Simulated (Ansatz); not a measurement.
# WS2: the cost of one run

Computed with Ansatz 0.2.0 (DFT r²SCAN+U (U_eff = 4 eV on W d), plane waves, PAW, no spin–orbit coupling unless a run says so, unless a step's input says otherwise).

## Step 1: Starting point

Symmetry: R3m, No. 160, trigonal system. Conventional cell: a = 3.158 Å, b = 3.158 Å, c = 18.490 Å, α = 90.00°, β = 90.00°, γ = 120.00°. W (site symmetry 3m) is surrounded by 6 S at 2.39 to 2.42 Å. S (site symmetry 3m) has 3 W at 2.39 Å in its first shell of neighbours. Around S (site symmetry 3m) lie 3 W at 2.42 Å.

Structure file:

```xyz
6
Lattice="1.5790 0.9116 6.1633 -1.5790 0.9116 6.1633 0.0000 -3.6465 12.3267" Properties=species:S:1:pos:R:3 pbc="T T T"
W     0.0000    0.0000    0.0000
S     0.0000    0.0000   13.8730
S     0.0000    0.0000   10.7427
W     0.0000   -1.8233    6.1633
S     0.0000   -1.8233   20.0364
S     0.0000   -1.8233   16.9060
```

Magnetic order typed: antiferromagnetic, doubled cell 0 0 1/2.

An earlier series on this cell reached its lowest free state from «random orbitals: drawn by pairs, first filling», perhaps among other starts (it ended with site moments under 0.05 μB).

## Step 2: Random orbitals: single harmonics, second filling

Contents of input.yaml:

```yaml
crystal:
  lattice:
    - [1.57900017, 0.91163617, 6.16332915]
    - [-1.57900017, 0.91163617, 6.16332915]
    - [0.0, -3.64654468, 12.3266583]
  atoms:
    - { symbol: W, position: [0.0, 0.0, 0.0], spin: 0.3 }
    - { symbol: S, position: [0.7503, 0.7503, 0.37515] }
    - { symbol: S, position: [0.581, 0.581, 0.2905] }
    - { symbol: W, position: [0.0, 0.0, 0.5], spin: -0.3 }
    - { symbol: S, position: [0.7503, 0.7503, 0.87515] }
    - { symbol: S, position: [0.581, 0.581, 0.7905] }
basis:
  ecutwfc: 500
  ecutrho_ratio: 4
kpoints:
  mp_grid: { grid: [7, 7, 4] }
hamiltonian:
  xc: r2scan
  hubbard:
    sites:
      - { site: 0, l: d, u_eff: 4.0, starting_ns: [{ spin: up, occupation_matrix: s0up }, { spin: down, occupation_matrix: s0down }] }
      - { site: 3, l: d, u_eff: 4.0, starting_ns: [{ spin: up, occupation_matrix: s3up }, { spin: down, occupation_matrix: s3down }] }
    occupation_matrices:
      s0up:
        matrix:
          - [0.02, 0.0, 0.0, 0.0, 0.0]
          - [0.0, 0.02, 0.0, 0.0, 0.0]
          - [0.0, 0.0, 0.02, 0.0, 0.0]
          - [0.0, 0.0, 0.0, 0.97, 0.0]
          - [0.0, 0.0, 0.0, 0.0, 0.02]
      s0down:
        matrix:
          - [0.02, 0.0, 0.0, 0.0, 0.0]
          - [0.0, 0.02, 0.0, 0.0, 0.0]
          - [0.0, 0.0, 0.02, 0.0, 0.0]
          - [0.0, 0.0, 0.0, 0.02, 0.0]
          - [0.0, 0.0, 0.0, 0.0, 0.97]
      s3up:
        matrix:
          - [0.02, 0.0, 0.0, 0.0, 0.0]
          - [0.0, 0.02, 0.0, 0.0, 0.0]
          - [0.0, 0.0, 0.02, 0.0, 0.0]
          - [0.0, 0.0, 0.0, 0.02, 0.0]
          - [0.0, 0.0, 0.0, 0.0, 0.97]
      s3down:
        matrix:
          - [0.02, 0.0, 0.0, 0.0, 0.0]
          - [0.0, 0.02, 0.0, 0.0, 0.0]
          - [0.0, 0.0, 0.02, 0.0, 0.0]
          - [0.0, 0.0, 0.0, 0.97, 0.0]
          - [0.0, 0.0, 0.0, 0.0, 0.02]
    ns_hold: { iters: 5 }
scf:
  occupations: { method: gaussian, width: 0.05 }
  lower_state_search: "off"
  max_iter: 150
output:
  forces: true
  stress: true
  eigenvalues: true
  populations: true
  hubbard: { sites: [{ site: 0, l: d }, { site: 3, l: d }] }
magnetization:
  spin_polarized: true
```

The typed matrices put 0.97 on the chosen orbitals and 0.02 on the others, and are held for 5 cycles.

Launch:

```sh
$ ansatz run input.yaml --threads 8 --pin off --max-ram 12288MiB --backend cpu --events-out ev --progress --plain --runs-dir out
```

Q: Estimate wall time and peak memory on 8 threads of Arm Neoverse V2, shared host.

About 29 s, with a peak of 0.97 GiB.
